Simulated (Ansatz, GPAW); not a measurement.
# A C3 chain between two Rh chains: relaxation, then transmission at several levels

Aim: the conductance of a C3 chain between two Rh chains after relaxation, and whether geometry, basis or functional moves it most.

Program: GPAW 26.7.0 and Ansatz 0.2.0. Level of theory: Ansatz plane waves; relaxation of the junction with the lead ends held; PAW set soft_1, in the first sound run; inputs show where later runs differ. Results are calculated unless marked as measured.

## (1) Starting point

The cell holds 19 atoms: 16 Rh and 3 C. Its edges and angles: a = 9.000 Å, b = 9.000 Å, c = 40.601 Å, α = 90.0°, β = 90.0°, γ = 90.0°. Regions: left lead, 8 atoms (8 Rh); channel, 3 atoms (3 C); right lead, 8 atoms (8 Rh). Vacuum lies along a and b. The structure is stacked along c, and the current runs across the ab planes.

## (2) Relaxing the atoms

Transmission follows bond lengths closely, so the atoms between the held lead ends are relaxed first, from a slightly shaken start that lets symmetry break.

The input, input.yaml:

```yaml
crystal:
  lattice:
    - [9.0, 0.0, 0.0]
    - [0.0, 9.0, 0.0]
    - [0.0, 0.0, 40.6014]
  atoms:
    - { symbol: Rh, position: [0.5, 0.5, 0.0283241465] }
    - { symbol: Rh, position: [0.5, 0.5, 0.0849724394] }
    - { symbol: Rh, position: [0.5, 0.5, 0.1416207323] }
    - { symbol: Rh, position: [0.5, 0.5, 0.1982690252] }
    - { symbol: Rh, position: [0.5, 0.5, 0.2549173181] }
    - { symbol: Rh, position: [0.5, 0.5, 0.311565611] }
    - { symbol: Rh, position: [0.4987665841, 0.5033135956, 0.3685211772] }
    - { symbol: Rh, position: [0.4979394543, 0.5022404693, 0.4237907687] }
    - { symbol: C, position: [0.5019782821, 0.4981272343, 0.4688174199] }
    - { symbol: C, position: [0.5014636355, 0.497442504, 0.4990357737] }
    - { symbol: C, position: [0.5011397589, 0.4978461897, 0.5331277866] }
    - { symbol: Rh, position: [0.5026731998, 0.4960597825, 0.5744077924] }
    - { symbol: Rh, position: [0.5010561056, 0.5010401475, 0.6312490288] }
    - { symbol: Rh, position: [0.5, 0.5, 0.688434389] }
    - { symbol: Rh, position: [0.5, 0.5, 0.7450826819] }
    - { symbol: Rh, position: [0.5, 0.5, 0.8017309748] }
    - { symbol: Rh, position: [0.5, 0.5, 0.8583792677] }
    - { symbol: Rh, position: [0.5, 0.5, 0.9150275606] }
    - { symbol: Rh, position: [0.5, 0.5, 0.9716758535] }
kpoints:
  mp_grid: { grid: [1, 1, 2] }
hamiltonian:
  xc: pbe
  pseudopotentials: { kind: paw, azcp: { folder: soft_1 } }
scf:
  occupations: { method: fermi_dirac, width: 0.1 }
relax:
  f_tol: 0.03
  max_steps: 80
  constraints: [{ sites: [0, 1, 2, 3, 4, 5, 13, 14, 15, 16, 17, 18] }]
```

Run with:

```sh
> ansatz run input.yaml --threads 4 --pin off --max-ram 8192MiB --backend cpu --events-out ev --progress --plain --runs-dir out
```

Numbers of over 12 decimals in the logs are rounded to 6 here.

Output:

```text
Engine: ansatz 0.2.0, aarch64-unknown-linux-gnu
Pseudopotentials: kind: paw
Pseudopotential: Rh, paw, valence charge 17, recommended cutoff 420 eV (normal), soft_1/Rh.paw.azcp
Pseudopotential: C, paw, valence charge 4, recommended cutoff 420 eV (normal), soft_1/C.paw.azcp
Functional definition: PBE
  parameter kappa = 0.804
  parameter beta = 0.066725
  exchange = pbe_x(kappa = kappa, mu = beta*pi^2/3)
  correlation = pbe_c(beta = beta)
Crystal: 19 atoms, lattice volume = 3288.713 Å³
Basis set: ecut = 420 eV, 64147 PW (Γ), exchange–correlation on 128×128×576 points (8 copies of the dense FFT grid, shifted against one another)
Bands: 171, of which v1, the nominal top of the filled ones, is band 142 counted from 1 (141 counted from 0)
Symmetry: 1 space group operations
Space group: P1 (ITA 1), of the structure as read, at distance tolerance 1.5e-4 Å
k-points: 2
Non-local potential: Rh, projectors of the file, l = 0: 3, l = 1: 2, l = 2: 2, l = 3: 1
Non-local potential: C, projectors of the file, l = 0: 2, l = 1: 2, l = 2: 1
PAW form: soft (Blöchl's): semilocal exchange-correlation on the pseudo side does not see the compensation charge
PAW one-centre angular grid: Rh, 590 points (default); XC on 64 Gauss nodes
PAW one-centre angular grid: C, 110 points (default); XC on 64 Gauss nodes
Initial density: superposition of atomic densities (neutral atoms: chi_scale 0, normalization atom)
Initial wavefunctions: pseudopotential atomic-orbital guess
Functional: x = pbe(κ = 0.804, μ = 0.219515), c = pbe(β = 0.066725)
SCF iter   1: F=—  HF=-103151.631744 eV  |F-HF|=—  |Δ(HF+E_count)|=         —  Δρ=3.16e-2  dr2=6.09e1  ethr=3.10e-3  ⟨swp⟩=6.0  Hψ=1260  notcnv=0
preconditioner: auto → LDOS  [metal: Δε(μ)=0.030 eV  Ē_g=3.749 eV  σ=0.100 eV  W_gap=0.07  n_scr=330 (ndim 8)  ℏωp=8.0 eV  f_vac=0.752  D(μ)=34.23/eV (n_scr^D=128)  β→1.0]
SCF iter   2: F=—  HF=-103145.720750 eV  |F-HF|=—  |Δ(HF+E_count)|=    5.91e0  Δρ=2.07e-2  dr2=1.42e1  ethr=3.10e-3  ⟨swp⟩=3.5  Hψ=941  notcnv=0  defer=4
SCF iter   3: F=—  HF=-103143.563162 eV  |F-HF|=—  |Δ(HF+E_count)|=    2.16e0  Δρ=5.75e-3  dr2=1.13e0  ethr=3.10e-3  ⟨swp⟩=3.0  Hψ=906  notcnv=0  defer=4
SCF iter   4: F=—  HF=-103143.359198 eV  |F-HF|=—  |Δ(HF+E_count)|=   2.04e-1  Δρ=1.20e-3  dr2=8.16e-2  ethr=3.98e-4  ⟨swp⟩=2.0  Hψ=700  notcnv=0  defer=4
SCF iter   5: F=—  HF=-103143.357130 eV  |F-HF|=—  |Δ(HF+E_count)|=   2.07e-3  Δρ=5.79e-4  dr2=2.08e-2  ethr=2.87e-5  ⟨swp⟩=2.0  Hψ=556  notcnv=0  defer=4
SCF iter   6: F=—  HF=-103143.358853 eV  |F-HF|=—  |Δ(HF+E_count)|=   1.72e-3  Δρ=2.18e-4  dr2=3.87e-3  ethr=7.34e-6  ⟨swp⟩=2.0  Hψ=424  notcnv=0  defer=4
SCF iter   7: F=—  HF=-103143.359083 eV  |F-HF|=—  |Δ(HF+E_count)|=   2.30e-4  Δρ=9.29e-5  dr2=7.01e-4  ethr=1.36e-6  ⟨swp⟩=1.5  Hψ=339  notcnv=0  defer=4
SCF iter   8: F=—  HF=-103143.359083 eV  |F-HF|=—  |Δ(HF+E_count)|=   1.03e-7  Δρ=3.73e-5  dr2=8.62e-5  ethr=2.47e-7  ⟨swp⟩=2.0  Hψ=469  notcnv=0  defer=4
SCF iter   9: F=-103143.359076 eV  HF=-103143.359093 eV  |F-HF|=1.75e-5  |Δ(HF+E_count)|=   1.01e-5  Δρ=1.86e-5  dr2=2.24e-5  ethr=7.92e-9  ⟨swp⟩=5.0  Hψ=1073  notcnv=0
SCF 1 converged in 9 iterations: F = -103143.359076 eV  dr2 = 2.24e-5
  greatest PAW one-centre occupation: 1.000 electrons in one spin orbital (limit 2), on the Rh atom at site 11 (counted from 0), in its partial waves of l = 0
relax step   1: F+E_penalty+E_count = -103143.35907558 eV  Δ(F+E_penalty+E_count) = +0.000e0 eV  max|allowed force component| = 6.377e0 eV/Å  Δτ_max = 0.0000 Å  (9 SCF iters, dr2 threshold 2.25e-5 eV, accepted)
Initial density: handed on by an earlier stage of this run
Initial wavefunctions: those handed on with the density
iter 1 solved again at ethr=1.32e-4 eV; its pass at ethr=3.10e-3 eV (dr2=3.74e-1 eV) is discarded
SCF iter   1: F=—  HF=-103143.806935 eV  |F-HF|=—  |Δ(HF+E_count)|=         —  Δρ=3.27e-3  dr2=3.56e-1  ethr=1.32e-4  ⟨swp⟩=1.0  Hψ=1073  notcnv=0  defer=4
preconditioner: auto → LDOS  [insulator: Δε(μ)=0.248 eV  Ē_g=3.725 eV  σ=0.100 eV  W_gap=0.54  n_scr=330 (ndim 8)  ℏωp=8.1 eV  f_vac=0.771  D(μ)=46.41/eV (n_scr^D=248)  ε∞_Penn≈5.7  β→1.0]
SCF iter   2: F=—  HF=-103143.778795 eV  |F-HF|=—  |Δ(HF+E_count)|=   2.81e-2  Δρ=2.13e-3  dr2=2.10e-1  ethr=1.25e-4  ⟨swp⟩=3.0  Hψ=562  notcnv=0  defer=4
SCF iter   3: F=—  HF=-103143.742559 eV  |F-HF|=—  |Δ(HF+E_count)|=   3.62e-2  Δρ=4.15e-4  dr2=1.23e-2  ethr=7.38e-5  ⟨swp⟩=2.0  Hψ=532  notcnv=0  defer=4
SCF iter   4: F=—  HF=-103143.743823 eV  |F-HF|=—  |Δ(HF+E_count)|=   1.26e-3  Δρ=1.74e-4  dr2=1.80e-3  ethr=4.32e-6  ⟨swp⟩=2.0  Hψ=462  notcnv=0  defer=4
SCF iter   5: F=—  HF=-103143.743725 eV  |F-HF|=—  |Δ(HF+E_count)|=   9.86e-5  Δρ=5.33e-5  dr2=2.61e-4  ethr=6.33e-7  ⟨swp⟩=2.0  Hψ=494  notcnv=0  defer=4
SCF iter   6: F=-103143.743699 eV  HF=-103143.743744 eV  |F-HF|=4.56e-5  |Δ(HF+E_count)|=   1.94e-5  Δρ=2.84e-5  dr2=5.68e-5  ethr=3.52e-8  ⟨swp⟩=3.0  Hψ=1101  notcnv=0
SCF 2 converged in 6 iterations: F = -103143.743699 eV  dr2 = 5.68e-5
relax step   2: F+E_penalty+E_count = -103143.74369858 eV  Δ(F+E_penalty+E_count) = -3.846e-1 eV  max|allowed force component| = 3.568e0 eV/Å  Δτ_max = 0.0683 Å  (6 SCF iters, dr2 threshold 1.00e-4 eV, accepted)
iter 1 solved again at ethr=2.31e-4 eV; its pass at ethr=3.10e-3 eV (dr2=6.56e-1 eV) is discarded
SCF iter   1: F=—  HF=-103144.112274 eV  |F-HF|=—  |Δ(HF+E_count)|=         —  Δρ=4.87e-3  dr2=6.50e-1  ethr=2.31e-4  ⟨swp⟩=1.0  Hψ=1334  notcnv=0  defer=4
preconditioner: auto → LDOS  [metal: Δε(μ)=0.144 eV  Ē_g=3.718 eV  σ=0.100 eV  W_gap=0.34  n_scr=330 (ndim 8)  ℏωp=8.1 eV  f_vac=0.771  D(μ)=46.06/eV (n_scr^D=240)  β→1.0]
SCF iter   2: F=—  HF=-103144.062150 eV  |F-HF|=—  |Δ(HF+E_count)|=   5.01e-2  Δρ=3.00e-3  dr2=3.60e-1  ethr=2.29e-4  ⟨swp⟩=3.0  Hψ=775  notcnv=0  defer=4
SCF iter   3: F=—  HF=-103143.994321 eV  |F-HF|=—  |Δ(HF+E_count)|=   6.78e-2  Δρ=7.72e-4  dr2=3.33e-2  ethr=1.27e-4  ⟨swp⟩=2.0  Hψ=561  notcnv=0  defer=4
SCF iter   4: F=—  HF=-103143.993638 eV  |F-HF|=—  |Δ(HF+E_count)|=   6.83e-4  Δρ=1.86e-4  dr2=2.00e-3  ethr=1.17e-5  ⟨swp⟩=2.0  Hψ=425  notcnv=0  defer=4
SCF iter   5: F=—  HF=-103143.993479 eV  |F-HF|=—  |Δ(HF+E_count)|=   1.59e-4  Δρ=7.09e-5  dr2=3.67e-4  ethr=7.04e-7  ⟨swp⟩=2.0  Hψ=576  notcnv=0  defer=4
SCF iter   6: F=-103143.993477 eV  HF=-103143.993527 eV  |F-HF|=5.10e-5  |Δ(HF+E_count)|=   4.83e-5  Δρ=3.29e-5  dr2=7.94e-5  ethr=3.52e-8  ⟨swp⟩=3.5  Hψ=1236  notcnv=0
SCF 3 converged in 6 iterations: F = -103143.993477 eV  dr2 = 7.94e-5
  greatest PAW one-centre occupation: 1.000 electrons in one spin orbital (limit 2), on the Rh atom at site 5 (counted from 0), in its partial waves of l = 0
relax step   3: F+E_penalty+E_count = -103143.99347652 eV  Δ(F+E_penalty+E_count) = -2.498e-1 eV  max|allowed force component| = 5.264e-1 eV/Å  Δτ_max = 0.1917 Å  (6 SCF iters, dr2 threshold 1.00e-4 eV, accepted)
[...]
relax step   4: F+E_penalty+E_count = -103144.22571193 eV  Δ(F+E_penalty+E_count) = -2.322e-1 eV  max|allowed force component| = 2.527e0 eV/Å  Δτ_max = 0.2000 Å  (8 SCF iters, dr2 threshold 1.73e-5 eV, accepted)
[...]
relax step   5: F+E_penalty+E_count = -103144.43779832 eV  Δ(F+E_penalty+E_count) = -2.121e-1 eV  max|allowed force component| = 1.337e0 eV/Å  Δτ_max = 0.1983 Å  (7 SCF iters, dr2 threshold 1.00e-4 eV, accepted)
[...]
relax step   6: F+E_penalty+E_count = -103144.51085213 eV  Δ(F+E_penalty+E_count) = -7.305e-2 eV  max|allowed force component| = 3.816e-1 eV/Å  Δτ_max = 0.1626 Å  (7 SCF iters, dr2 threshold 1.00e-4 eV, accepted)
[...]
relax step   7: F+E_penalty+E_count = -103144.52703578 eV  Δ(F+E_penalty+E_count) = -1.618e-2 eV  max|allowed force component| = 8.007e-2 eV/Å  Δτ_max = 0.0716 Å  (7 SCF iters, dr2 threshold 1.19e-5 eV, accepted)
[...]
relax step   8: F+E_penalty+E_count = -103144.52682777 eV  Δ(F+E_penalty+E_count) = +2.080e-4 eV  max|allowed force component| = 6.726e-2 eV/Å  Δτ_max = 0.0579 Å  (9 SCF iters, rejected (line search))
SCF iter   1: F=—  HF=-103144.530602 eV  |F-HF|=—  |Δ(HF+E_count)|=         —  Δρ=9.39e-4  dr2=4.43e-2  ethr=1.25e-4  ⟨swp⟩=3.0  Hψ=711  notcnv=0  defer=6
preconditioner: auto → LDOS  [metal: Δε(μ)=0.052 eV  Ē_g=3.603 eV  σ=0.100 eV  W_gap=0.13  n_scr=330 (ndim 8)  ℏωp=8.1 eV  f_vac=0.769  D(μ)=47.59/eV (n_scr^D=248)  β→1.0]
SCF iter   2: F=—  HF=-103144.527322 eV  |F-HF|=—  |Δ(HF+E_count)|=   3.28e-3  Δρ=4.45e-4  dr2=6.67e-3  ethr=1.56e-5  ⟨swp⟩=2.0  Hψ=495  notcnv=0  defer=6
SCF iter   3: F=—  HF=-103144.526747 eV  |F-HF|=—  |Δ(HF+E_count)|=   5.74e-4  Δρ=1.79e-4  dr2=1.76e-3  ethr=2.35e-6  ⟨swp⟩=2.0  Hψ=519  notcnv=0  defer=6
SCF iter   4: F=—  HF=-103144.526682 eV  |F-HF|=—  |Δ(HF+E_count)|=   6.53e-5  Δρ=5.45e-5  dr2=1.70e-4  ethr=6.21e-7  ⟨swp⟩=1.0  Hψ=336  notcnv=0  defer=6
SCF iter   5: F=—  HF=-103144.526724 eV  |F-HF|=—  |Δ(HF+E_count)|=   4.17e-5  Δρ=2.28e-5  dr2=4.15e-5  ethr=5.99e-8  ⟨swp⟩=2.0  Hψ=493  notcnv=0  defer=6
SCF iter   6: F=—  HF=-103144.528458 eV  |F-HF|=—  |Δ(HF+E_count)|=   1.73e-3  Δρ=8.64e-6  dr2=4.19e-6  ethr=1.46e-8  ⟨swp⟩=2.0  Hψ=385  notcnv=0  defer=6
SCF iter   7: F=—  HF=-103144.528458 eV  |F-HF|=—  |Δ(HF+E_count)|=   1.68e-7  Δρ=2.81e-6  dr2=3.61e-7  ethr=1.47e-9  ⟨swp⟩=2.0  Hψ=452  notcnv=0  defer=6
SCF iter   8: F=—  HF=-103144.528459 eV  |F-HF|=—  |Δ(HF+E_count)|=   7.74e-8  Δρ=1.41e-6  dr2=1.06e-7  ethr=3.52e-11  ⟨swp⟩=4.5  Hψ=1146  notcnv=0
SCF iter   9: F=-103144.528459 eV  HF=-103144.528459 eV  |F-HF|=1.22e-8  |Δ(HF+E_count)|=   3.39e-8  Δρ=6.44e-7  dr2=2.40e-8  ethr=3.52e-11  ⟨swp⟩=3.0  Hψ=892  notcnv=0
SCF 9 converged in 9 iterations: F = -103144.528459 eV  dr2 = 2.40e-8
relax step   9: F+E_penalty+E_count = -103144.52845857 eV  Δ(F+E_penalty+E_count) = -1.423e-3 eV  max|allowed force component| = 8.535e-3 eV/Å  Δτ_max = 0.0290 Å  (9 SCF iters, accepted)
SCF converged after 9 iterations
Free energy (F): -103144.528459 eV
Harris-Foulkes:  -103144.528459 eV  (|F-HF|=1.22e-8)
Internal energy: -103142.950987 eV  (E = F + TS)
E sigma→0 (E₀):  -103143.739723 eV
Entropy (-TS):   -1.577472 eV (-83.025 meV/atom)
Fermi energy:    -3.368947 eV
--- Per-component energies (eV) ---
  E_band       = -8137.293505
  E_kinetic    = 8812.637554
  E_local      = -95758.376434  (includes V_loc(G=0)·N_el)
  E_nonlocal   = 4928.518236
  E_hartree    = 41344.084505
  E_xc         = -3296.599976
  E_vxc        = -4122.342813  (∫ρ·V_xc dr)
  E_paw        = -57982.396123  (= ΣΔE_a)
  E_vpaw       = -4685.900445  (= ΣTr[D̂ρ^β])
  E_aug_tail   = 0.001362  (compensation charges beyond the density's cutoff)
  E_ewald      = -1190.820111
  E_smearing   = -1.577472  (= −TS)
  E_closure    = 0.000000  (closes the sum)
  Σ components = -103144.528459   (vs F -103144.528459, Δ=0.00e0)
--- Forces (eV/Å), atoms counted from 1 ---
  atom   1  Rh     0.00188272    -0.00222945     0.09434924
  atom   2  Rh    -0.00408412     0.00440324    -0.07579161
  atom   3  Rh     0.00000194    -0.00125034    -0.05533467
  atom   4  Rh    -0.01114127     0.01115410     0.00277967
  atom   5  Rh     0.06156413    -0.05622990     0.40761075
  atom   6  Rh    -0.05232015     0.04627434     0.20173551
  atom   7  Rh    -0.00001965    -0.00225565    -0.00220187
  atom   8  Rh    -0.00303779     0.00551313     0.00407305
  atom   9  C     -0.00223899     0.00651143    -0.00127493
  atom  10  C      0.00386742    -0.00853475    -0.00465741
  atom  11  C      0.00163070     0.00397349     0.00787563
  atom  12  Rh     0.00193743     0.00045553    -0.00749309
  atom  13  Rh    -0.00038953    -0.00382051     0.00383586
  atom  14  Rh     0.04202891    -0.05529449    -0.20063625
  atom  15  Rh    -0.05058007     0.06568618    -0.40960757
  atom  16  Rh     0.01016411    -0.01219959    -0.00277647
  atom  17  Rh    -0.00121330     0.00019194     0.05609317
  atom  18  Rh     0.00392458    -0.00437833     0.07673266
  atom  19  Rh    -0.00197687     0.00205309    -0.09531945
  max |Σ_I F_I| component: 2.34e-5 eV/Å
--- Relaxed structure (9 steps of the walk, 8 accepted, 0 SCFs on fresh bases) ---
  F+E_penalty+E_count = -103144.52845857 eV   max|allowed force component| = 8.535e-3 eV/Å
  atoms:
    - { symbol: Rh, position: [0.5, 0.5, 0.028324] }
    - { symbol: Rh, position: [0.5, 0.5, 0.0849724394] }
    - { symbol: Rh, position: [0.5, 0.5, 0.1416207323] }
    - { symbol: Rh, position: [0.5, 0.5, 0.198269] }
    - { symbol: Rh, position: [0.5, 0.5, 0.254917] }
    - { symbol: Rh, position: [0.5, 0.5, 0.311566] }
    - { symbol: Rh, position: [0.528067, 0.475037, 0.368134] }
    - { symbol: Rh, position: [0.449416, 0.543255, 0.423931] }
    - { symbol: C, position: [0.488687, 0.508434, 0.467922] }
    - { symbol: C, position: [0.498893, 0.498661, 0.500071] }
    - { symbol: C, position: [0.508119, 0.487376, 0.532210] }
    - { symbol: Rh, position: [0.539932, 0.445395, 0.576178] }
    - { symbol: Rh, position: [0.477499, 0.530101, 0.631872] }
    - { symbol: Rh, position: [0.5, 0.5, 0.688434389] }
    - { symbol: Rh, position: [0.5, 0.5, 0.745083] }
    - { symbol: Rh, position: [0.5, 0.5, 0.8017309748] }
    - { symbol: Rh, position: [0.5, 0.5, 0.8583792677] }
    - { symbol: Rh, position: [0.5, 0.5, 0.9150275606] }
    - { symbol: Rh, position: [0.5, 0.5, 0.971676] }
```

Wall time 2.8 min (4 threads of Arm Neoverse V1, shared host); peak memory 4.9 GiB; 11 min of CPU time.

The steps of the relaxation:

```csv
step,energy less that of the first step (eV),largest force component (eV/Å)
1,0.0000,6.3773
2,-0.3846,3.5679
3,-0.6344,0.5264
4,-0.8666,2.5268
5,-1.0787,1.3365
6,-1.1518,0.3816
7,-1.1680,0.0801
8,-1.1678,0.0673
9,-1.1694,0.0085
```

Relaxation step 8 was tried and not accepted.

The atoms that moved most (Å):

```csv
atom,dx,dy,dz,length
Rh8,-0.437,0.369,0.006,0.572
Rh12,0.335,-0.456,0.072,0.571
Rh7,0.264,-0.254,-0.016,0.367
Rh13,-0.212,0.262,0.025,0.338
C9,-0.120,0.093,-0.036,0.156
C11,0.063,-0.094,-0.037,0.119
C10,-0.023,0.011,0.042,0.049
```

This step gave:

```
free energy         : -103144.5285 eV
smearing term TS    : 1.577 eV
symmetry operations : 1
```

The relaxation lowered the energy of the cell by 1.17 eV.

(Continued in part 2 of 3.)

[Logs are printed without paths, hosts, clocks, repeated set-up lines and the standing remarks that a program may print on its own settings, such as how far it seeks lower states.]

[Hosts, paths, dates, database ids (printed as entryN), source tags and the programs' standing remarks are cut or masked in the printed files.]
